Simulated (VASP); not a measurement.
# CdSe (Cadmoselite) (P6_3mc) in VASP: further runs

One crystal, CdSe (Cadmoselite), is run at these levels: PBE; tasks: relaxation of shape and atoms at fixed volume.

Everything below comes from runs of VASP 6.6.1. Logs are shortened: lines on timing, memory, paths and dates and some standing lists are left out, and cuts for length are marked.

## Step 1: The structure

The structure is hexagonal, space group P6_3mc (No. 186). The conventional cell has a = 4.392 Å, b = 4.392 Å, c = 7.160 Å, α = 90.00°, β = 90.00°, γ = 120.00°. Cd (site symmetry 3m) has 4 Se at 2.69 Å as nearest neighbours. Se (site symmetry 3m) is surrounded by 4 Cd at 2.69 Å.

## Step 2: Relaxation of shape and atoms at fixed volume, PBE (a relaxed cell with its volume scaled by 0.96)

INCAR

```
SYSTEM = CdSe
PREC = Accurate
ENCUT = 300
EDIFF = 1E-7
ISMEAR = 0
SIGMA = 0.03
LREAL = .False.
LASPH = .True.
NELM = 80
ALGO = Fast
ISIF = 4
LWAVE = .False.
LCHARG = .False.
GGA = PE
IBRION = 2
NSW = 40
EDIFFG = -0.01
```

KPOINTS

```
Automatic mesh
0
Gamma
  5 5 2
  0 0 0
```

POSCAR

```
CdSe                                    
1.0
    4.3324573639     -0.0000000000      0.0000000000
   -2.1662286820      3.7520181379     -0.0000000000
    0.0000000000      0.0000000000      7.0636362487
  Cd              Se            
     2     2
Direct
     0.3333333332999970    0.6666666667000030    0.0045953311927559
     0.6666666667000030    0.3333333332999970    0.5045953311927559
     0.3333333332999970    0.6666666667000030    0.3804046688072421
     0.6666666667000030    0.3333333332999970    0.8804046688072421
```

Potentials or basis: VASP PAW PBE potentials, release 64 (Cd, Se).

Command:

```console
> cat potpaw_PBE.64/Cd/POTCAR potpaw_PBE.64/Se/POTCAR > POTCAR
> mpirun -np 1 vasp_std > vasp.out
```

OUTCAR:

```text
SYSTEM = CdSe
   PREC = Accurate
   ENCUT = 300
   EDIFF = 1E-7
   ISMEAR = 0
   LREAL = .False.
   LASPH = .True.
   NELM = 80
   ISIF = 4
   GGA = PE
   IBRION = 2
   NSW = 40
   EDIFFG = -0.01

 ion  position               nearest neighbor table
   1  0.333  0.667  0.005-   4 2.65   4 2.65   4 2.65   3 2.65
   2  0.667  0.333  0.505-   3 2.65   3 2.65   3 2.65   4 2.65
   3  0.333  0.667  0.380-   2 2.65   2 2.65   2 2.65   1 2.65
   4  0.667  0.333  0.880-   1 2.65   1 2.65   1 2.65   2 2.65

  LATTYP: Found a hexagonal cell.
 ALAT       =     4.3324573639
 C/A-ratio  =     1.6303994836

  Lattice vectors:

 A1 = (   4.3324573639,   0.0000000000,   0.0000000000)
 A2 = (  -2.1662286820,   3.7520181379,   0.0000000000)
 A3 = (   0.0000000000,   0.0000000000,   7.0636362487)

Analysis of symmetry for initial positions (statically):
=====================================================================
 Subroutine PRICEL returns:
 Original cell was already a primitive cell.

 Routine SETGRP: Setting up the symmetry group for a
 hexagonal supercell.

 Subroutine GETGRP returns: Found 12 space group operations
 (whereof  6 operations were pure point group operations)
 out of a pool of 24 trial point group operations.

The static configuration has the point symmetry C_3v.
 The point group associated with its full space group is C_6v.

Analysis of symmetry for dynamics (positions and initial velocities):
=====================================================================
 Subroutine PRICEL returns:
 Original cell was already a primitive cell.

 Routine SETGRP: Setting up the symmetry group for a
 hexagonal supercell.

 Subroutine GETGRP returns: Found 12 space group operations
 (whereof  6 operations were pure point group operations)
 out of a pool of 24 trial point group operations.

The dynamic configuration has the point symmetry C_3v.
 The point group associated with its full space group is C_6v.

 Subroutine INISYM returns: Found 12 space group operations
 (whereof  6 operations are pure point group operations),
 and found     1 'primitive' translations

----------------------------------------------------------------------------------------

                                     Primitive cell

  volume of cell :     114.8226

  direct lattice vectors                    reciprocal lattice vectors
     4.332457364  0.000000000  0.000000000     0.230815889  0.133261616  0.000000000
    -2.166228682  3.752018138  0.000000000     0.000000000  0.266523232  0.000000000
     0.000000000  0.000000000  7.063636249     0.000000000  0.000000000  0.141570144

  length of vectors
     4.332457364  4.332457364  7.063636249     0.266523232  0.266523232  0.141570144

  position of ions in fractional coordinates (direct lattice)
     0.333333333  0.666666667  0.004595331
     0.666666667  0.333333333  0.504595331
     0.333333333  0.666666667  0.380404669
     0.666666667  0.333333333  0.880404669

  ion indices of the primitive-cell ions
   primitive index   ion index
                 1           1
                 2           2
                 3           3
                 4           4

----------------------------------------------------------------------------------------

 KPOINTS: Automatic mesh

Automatic generation of k-mesh.
 Grid dimensions read from file:
 generate k-points for:    5    5    2

 Generating k-lattice:

  Cartesian coordinates                     Fractional coordinates (reciprocal lattice)
     0.046163178  0.026652323  0.000000000     0.200000000  0.000000000  0.000000000
     0.000000000  0.053304646  0.000000000     0.000000000  0.200000000  0.000000000
     0.000000000  0.000000000  0.070785072     0.000000000  0.000000000  0.500000000

  Length of vectors
     0.053304646  0.053304646  0.070785072

  Shift w.r.t. Gamma in fractional coordinates (k-lattice)
     0.000000000  0.000000000  0.000000000

 Subroutine IBZKPT returns following result:
 ===========================================

 Found     10 irreducible k-points:

 Following reciprocal coordinates:
            Coordinates               Weight
  0.000000  0.000000  0.000000      1.000000
  0.200000  0.000000  0.000000      6.000000
  0.400000  0.000000  0.000000      6.000000
  0.200000  0.200000  0.000000      6.000000
  0.400000  0.200000  0.000000      6.000000
  0.000000  0.000000  0.500000      1.000000
  0.200000  0.000000  0.500000      6.000000
  0.400000  0.000000  0.500000      6.000000
  0.200000  0.200000  0.500000      6.000000
  0.400000  0.200000  0.500000      6.000000
   k-points           NKPTS =     10   k-points in BZ     NKDIM =     10   number of bands    NBANDS=     22
   number of dos      NEDOS =    301   number of ions     NIONS =      4
   total plane-waves  NPLWV =  23040
   dimension x,y,z NGX =    24 NGY =   24 NGZ =   40
   dimension x,y,z NGXF=    48 NGYF=   48 NGZF=   80
   ions per type =               2   2
   NGX,Y,Z   is equivalent  to a cutoff of   9.21,  9.21,  9.41 a.u.
   NGXF,Y,Z  is equivalent  to a cutoff of  18.42, 18.42, 18.83 a.u.
 SYSTEM =  CdSe
   PREC   = accura    normal or accurate (medium, high low for compatibility)
   ISTART =      0    job   : 0-new  1-cont  2-samecut
   ICHARG =      2    charge: 1-file 2-atom 10-const
   ISPIN  =      1    spin polarized calculation?
   LNONCOLLINEAR =      F non collinear calculations
   LSORBIT =      F    spin-orbit coupling
   LASPH  =      T    aspherical Exc in radial PAW
   ENCUT  =  300.0 eV  22.05 Ry    4.70 a.u.   6.12  6.12  9.98*2*pi/ulx,y,z
   NELM   =     80;   NELMIN=  2; NELMDL= -5     # of ELM steps
   EDIFF  = 0.1E-06   stopping-criterion for ELM
   LREAL  =      F    real-space projection
   EDIFFG = -.1E-01   stopping-criterion for IOM
   NSW    =     40    number of steps for IOM
   IBRION =      2    ionic relax: 0-MD 1-quasi-New 2-CG
   NFREE  =      1    steps in history (QN), initial steepest desc. (CG)
   ISIF   =      4    stress and relaxation
   ISYM   =      2    0-nonsym 1-usesym 2-fastsym
   POTIM  = 0.5000    time-step for ionic-motion
   TEBEG  =    0.0;   TEEND  =   0.0 temperature during run
   PSTRESS=    0.0 pullay stress
   NELECT =      36.0000    total number of electrons
   NUPDOWN=      -1.0000    fix difference up-down
   EMIN   =  10.00;   EMAX   =-10.00  energy-range for DOS
   EFERMI =   0.00;   METHOD = LEGACY
   ISMEAR =     0;   SIGMA  =   0.03  broadening in eV -4-tet -1-fermi 0-gaus
   EFERMI_NEDOS =   21; number of points for ismear=-14 and -15
   IALGO  =     68    algorithm
   IMIX   =      4    mixing-type and parameters
     AMIX     =   0.40;   BMIX     =  1.00
     AMIX_MAG =   1.60;   BMIX_MAG =  1.00
  volume/ion in A,a.u.               =      28.71       193.72
  Fermi-wavevector in a.u.,A,eV,Ry     =   1.112158  2.101674 16.828983  1.236895
  Thomas-Fermi vector in A             =   2.248729
   LORBIT       =      0    0 simple, 1 ext, 2 COOP (PROOUT), +10 PAW based schemes
   GGA     = PE    functional components
   LHFCALC =     F    Hartree Fock is set to
   AEXX    =    0.0000 exact exchange contribution
   IVDW    =     0    specifies the selected vdW correction
   LEPSILON=     F    determine dielectric tensor
   LRPA    =     F    only Hartree local field effects (RPA)
 conjugate gradient relaxation of ions
 non-spin polarized calculation
 RMM-DIIS sequential band-by-band and
 Gauss-broadening in eV      SIGMA  =   0.03
  energy-cutoff  :      300.00
  volume of cell :      114.82
 maximum number of plane-waves:      1368
   NGX = 13   NGY = 13   NGZ = 19

 number of electron      35.9999931 magnetization

 Free energy of the ion-electron system (eV)
  ---------------------------------------------------
  ext. energy  EPLUGINS =         0.00000000
  ---------------------------------------------------
  free energy    TOTEN  =       -10.94200001 eV

  energy without entropy =      -10.94200001  energy(sigma->0) =      -10.94200001

 E-fermi :   0.9697     XC(G=0):  -8.7861

 val. band max:        0.7940201982   @ k =   0.0000   0.0000   0.0000
 cond. band min:       1.4077270173   @ k =   0.0000   0.0000   0.0000
 fundamental gap:      0.6137068191
 Fermi energy:         0.9696879312

 k-point     1 :       0.0000    0.0000    0.0000
  band No.  band energies     occupation
      1     -11.6959      2.00000
      2     -11.3343      2.00000
      3      -7.0545      2.00000
      4      -7.0480      2.00000
      5      -7.0480      2.00000
      6      -6.9835      2.00000
[... 14 lines left out ...]
     21       6.6416      0.00000
     22       6.6486      0.00000

 k-point     2 :       0.2000    0.0000    0.0000
  band No.  band energies     occupation
      1     -11.5857      2.00000
      2     -11.2864      2.00000
      3      -7.0210      2.00000
      4      -7.0112      2.00000
      5      -6.9601      2.00000
      6      -6.9301      2.00000
[... 14 lines left out ...]
     21       5.9551      0.00000
     22       6.8892      0.00000

 k-point     3 :       0.4000    0.0000    0.0000
  band No.  band energies     occupation
      1     -11.3839      2.00000
      2     -11.2284      2.00000
      3      -6.9789      2.00000
      4      -6.9686      2.00000
      5      -6.8488      2.00000
      6      -6.8461      2.00000
[... 14 lines left out ...]
     21       5.6898      0.00000
     22       6.7113      0.00000
[... 126 lines left out ...]
 k-point     9 :       0.2000    0.2000    0.5000
  band No.  band energies     occupation
      1     -11.3260      2.00000
      2     -11.3260      2.00000
      3      -6.9420      2.00000
      4      -6.9420      2.00000
      5      -6.9159      2.00000
      6      -6.9159      2.00000
[... 14 lines left out ...]
     21       5.9566      0.00000
     22       5.9567      0.00000

 k-point    10 :       0.4000    0.2000    0.5000
  band No.  band energies     occupation
      1     -11.2599      2.00000
      2     -11.2599      2.00000
      3      -6.9218      2.00000
      4      -6.9218      2.00000
      5      -6.8983      2.00000
      6      -6.8983      2.00000
[... 14 lines left out ...]
     21       6.2328      0.00000
     22       6.2329      0.00000

------------------------ aborting loop because EDIFF is reached ----------------------------------------

  FORCE on cell =-STRESS in cart. coord.  units (eV):
  Direction    XX          YY          ZZ          XY          YZ          ZX
  --------------------------------------------------------------------------------------
  -------------------------------------------------------------------------------------
  Total        1.4491593      1.4491593      1.4365051     -0.0000000      0.0000000      0.0000000
  in kB       20.2208381     20.2208381     20.0442677     -0.0000000      0.0000000      0.0000000
  external PRESSURE =      20.1619813 kB  Pullay stress =       0.0000000 kB

 VOLUME and BASIS-vectors are now :
 -----------------------------------------------------------------------------
  energy-cutoff  :      300.00
  volume of cell :      114.82
      direct lattice vectors                 reciprocal lattice vectors
     4.332457364  0.000000000  0.000000000     0.230815889  0.133261616  0.000000000
    -2.166228682  3.752018138  0.000000000     0.000000000  0.266523232  0.000000000
     0.000000000  0.000000000  7.063636249     0.000000000  0.000000000  0.141570144

 POSITION                                       TOTAL-FORCE (eV/Angst)
 -----------------------------------------------------------------------------------
     -0.00000      2.50135      0.03246        -0.000000      0.000000      0.003101
      2.16623      1.25067      3.56428         0.000000      0.000000      0.003101
     -0.00000      2.50135      2.68704         0.000000      0.000000     -0.003101
      2.16623      1.25067      6.21886        -0.000000      0.000000     -0.003101
 -----------------------------------------------------------------------------------
    total drift:                               -0.000001     -0.000002     -0.004803

  FREE ENERGIE OF THE ION-ELECTRON SYSTEM (eV)
  ---------------------------------------------------
  free  energy   TOTEN  =       -10.9420000111 eV

  energy  without entropy=      -10.9420000111  energy(sigma->0) =      -10.94200001

 reached required accuracy - stopping structural energy minimisation
```

Wall time 16 s (1 thread of Intel Xeon Platinum 8488C (Sapphire Rapids), shared host); peak memory 0.15 GiB.

These settings aren't checked as converged: the numbers below hold their error.

Results:

```yaml
Free_energy: -10.9420 eV
Largest_force_after_relaxing: 0.003 eV/Å
Band_gap_on_the_k_mesh: 0.61 eV, direct
```

Caveat: the k mesh is coarse (spacing up to 0.44 Å⁻¹), so the values aren't converged; the cutoff is under 1.25 times the usual one of these potentials, so pressure, stress and relaxed cells hold a basis-set (Pulay) error; the relaxation stopped at its first step, so nothing moved.

## Step 3: Relaxation of shape and atoms at fixed volume, PBE (a relaxed cell with its volume scaled by 0.98)

INCAR is that of step 2.

KPOINTS is that of step 2.

Changes to POSCAR since step 2:

```diff
@@ -2,5 +2,5 @@
 1.0
-    4.3324573639     -0.0000000000      0.0000000000
-   -2.1662286820      3.7520181379     -0.0000000000
-    0.0000000000      0.0000000000      7.0636362487
+    4.3623373244     -0.0000000000      0.0000000000
+   -2.1811686622      3.7778949428     -0.0000000000
+    0.0000000000      0.0000000000      7.1123525209
   Cd              Se
```

Potentials or basis: VASP PAW PBE potentials, release 64 (Cd, Se).

Command:

```console
> cat potpaw_PBE.64/Cd/POTCAR potpaw_PBE.64/Se/POTCAR > POTCAR
> mpirun -np 1 vasp_std > vasp.out
```

Run time: 18 s. Hardware: 1 thread of Intel Xeon Platinum 8488C (Sapphire Rapids), shared host; peak memory 0.17 GiB.

The run converged, but some of its settings lie outside the range that counts as converged, so its numbers aren't taken as properties of the crystal.

What came out:

| Quantity | Value |
| --- | --- |
| Free energy | -10.9646 eV |
| Band gap on the k mesh | 0.57 eV, direct |

Caveat: the k mesh is coarse (spacing up to 0.44 Å⁻¹), so the values aren't converged; the cutoff is under 1.25 times the usual one of these potentials, so pressure, stress and relaxed cells hold a basis-set (Pulay) error; the relaxation stopped at its first step, so nothing moved.

## Step 4: Relaxation of shape and atoms at fixed volume, PBE

INCAR is that of step 3.

KPOINTS is that of step 3.

Changes to POSCAR since step 3:

```diff
@@ -2,5 +2,5 @@
 1.0
-    4.3623373244     -0.0000000000      0.0000000000
-   -2.1811686622      3.7778949428     -0.0000000000
-    0.0000000000      0.0000000000      7.1123525209
+    4.3918134707     -0.0000000000      0.0000000000
+   -2.1959067354      3.8034220343     -0.0000000000
+    0.0000000000      0.0000000000      7.1604104147
   Cd              Se
```

Command:

```console
> cat potpaw_PBE.64/Cd/POTCAR potpaw_PBE.64/Se/POTCAR > POTCAR
> mpirun -np 1 vasp_std > vasp.out
```

Run time: 21 s. Hardware: 1 thread of Intel Xeon Platinum 8488C (Sapphire Rapids), shared host; peak memory 0.16 GiB.

The run converged, but some of its settings lie outside the range that counts as converged, so its numbers aren't taken as properties of the crystal.

What came out:

```yaml
Free_energy: -10.9721 eV
Band_gap_on_the_k_mesh: 0.52 eV, direct
```

Caveat: the k mesh is coarse (spacing up to 0.44 Å⁻¹), so the values aren't converged; the cutoff is under 1.25 times the usual one of these potentials, so pressure, stress and relaxed cells hold a basis-set (Pulay) error; the relaxation stopped at its first step, so nothing moved.
